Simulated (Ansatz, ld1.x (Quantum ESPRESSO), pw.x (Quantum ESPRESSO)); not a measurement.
# pw.x on diamond Pt: one setting changed

Potential: PAW, ld1.x (Quantum ESPRESSO) 7.5, PBE; core [Xe] 4f14, reference 5d9 6s0.5 6p0; waves: 6s (bound): rcut 2.20, rcutus 2.55 bohr; 6s channel at 0.05 Ry: rcut 2.20, rcutus 2.55 bohr; 6p (bound, empty): rcut 2.85, rcutus 3.25 bohr; 6p channel at 1.2 Ry: rcut 2.85, rcutus 3.25 bohr; 5d (bound): rcut 1.60, rcutus 1.85 bohr; 5d channel at 4 Ry: rcut 1.60, rcutus 1.85 bohr; local part: all-electron potential smoothed inside 2.20 bohr (lloc = -1); core correction: Bessel-smoothed model core inside 1.30 bohr; augmentation: PSQ, inside the norm-conserving radii.

The reference run (k-mesh 8³, cutoffs 60/480 Ry, Fermi–Dirac 0.01 Ry, mixing_beta 0.4, conv_thr 1e-9, no spin) gives 0.23 GPa at 24.183 Å³/atom, where all-electron LAPW gives -0.00 GPa. This run, with its own iteration cap, changes k-mesh points per axis to 2.

```
&control
  calculation='scf', prefix='x', pseudo_dir='./', outdir='./tmp', tstress=.true., disk_io='none'
/
&system
  ibrav=0, nat=2, ntyp=1, ecutwfc=60, ecutrho=480, nbnd=18,
  occupations='smearing', smearing='fd', degauss=0.01
/
&electrons
  conv_thr=1e-09, mixing_beta=0.4, electron_maxstep=60
/
ATOMIC_SPECIES
Pt 1.0 Pt.UPF
CELL_PARAMETERS angstrom
  0.00000000 2.89181202 2.89181202
  2.89181202 0.00000000 2.89181202
  2.89181202 2.89181202 0.00000000
ATOMIC_POSITIONS crystal
Pt 0.0000 0.0000 0.0000
Pt 0.2500 0.2500 0.2500
K_POINTS automatic
2 2 2 0 0 0
```

```bash
pw.x < Pt.scf.in > Pt.scf.out
```

How does the run end?

It converges in 10 iterations; the free energy moves by +221.6 meV/atom and the pressure by +0.15 GPa.

```
Message from routine setup:
     using ibrav=0 with symmetry is DISCOURAGED, use correct ibrav instead
     lattice parameter (alat)  =       7.7283  a.u.
     unit-cell volume          =     326.3899 (a.u.)^3
     number of electrons       =        20.00
     number of Kohn-Sham states=           18
     kinetic-energy cutoff     =      60.0000  Ry
     charge density cutoff     =     480.0000  Ry
     scf convergence threshold =      1.0E-09
     Exchange-correlation= SLA  PW   PBX  PBC
     number of k points=     3  Fermi-Dirac smearing, width (Ry)=  0.0100
     iteration #  1     ecut=    60.00 Ry     beta= 0.40
     total energy              =   -1494.23794012 Ry
     estimated scf accuracy    <       1.08933118 Ry
     iteration #  2     ecut=    60.00 Ry     beta= 0.40
     total energy              =   -1494.40158607 Ry
     estimated scf accuracy    <       0.02387161 Ry
     iteration #  3     ecut=    60.00 Ry     beta= 0.40
     total energy              =   -1494.41237991 Ry
     estimated scf accuracy    <       0.00323007 Ry
     iteration #  4     ecut=    60.00 Ry     beta= 0.40
     total energy              =   -1494.41282381 Ry
     estimated scf accuracy    <       0.00069405 Ry
     iteration #  5     ecut=    60.00 Ry     beta= 0.40
     total energy              =   -1494.41294423 Ry
     estimated scf accuracy    <       0.00001532 Ry
     iteration #  6     ecut=    60.00 Ry     beta= 0.40
     total energy              =   -1494.41295878 Ry
     estimated scf accuracy    <       0.00000813 Ry
     iteration #  7     ecut=    60.00 Ry     beta= 0.40
     total energy              =   -1494.41295996 Ry
     estimated scf accuracy    <       0.00000015 Ry
     iteration #  8     ecut=    60.00 Ry     beta= 0.40
     total energy              =   -1494.41296015 Ry
     estimated scf accuracy    <       0.00000001 Ry
     iteration #  9     ecut=    60.00 Ry     beta= 0.40
     total energy              =   -1494.41296016 Ry
     estimated scf accuracy    <          4.5E-09 Ry
     iteration # 10     ecut=    60.00 Ry     beta= 0.40
     the Fermi energy is     8.6251 ev
!    total energy              =   -1494.41296016 Ry
     estimated scf accuracy    <          4.2E-10 Ry
     smearing contrib. (-TS)   =      -0.02154465 Ry
     convergence has been achieved in  10 iterations
          total   stress  (Ry/bohr**3)                   (kbar)     P=        3.73
     Message from routine punch:
     Nothing written, as per user request (disk_io='none')
```

The run took about 17 s on one core of a shared server CPU.
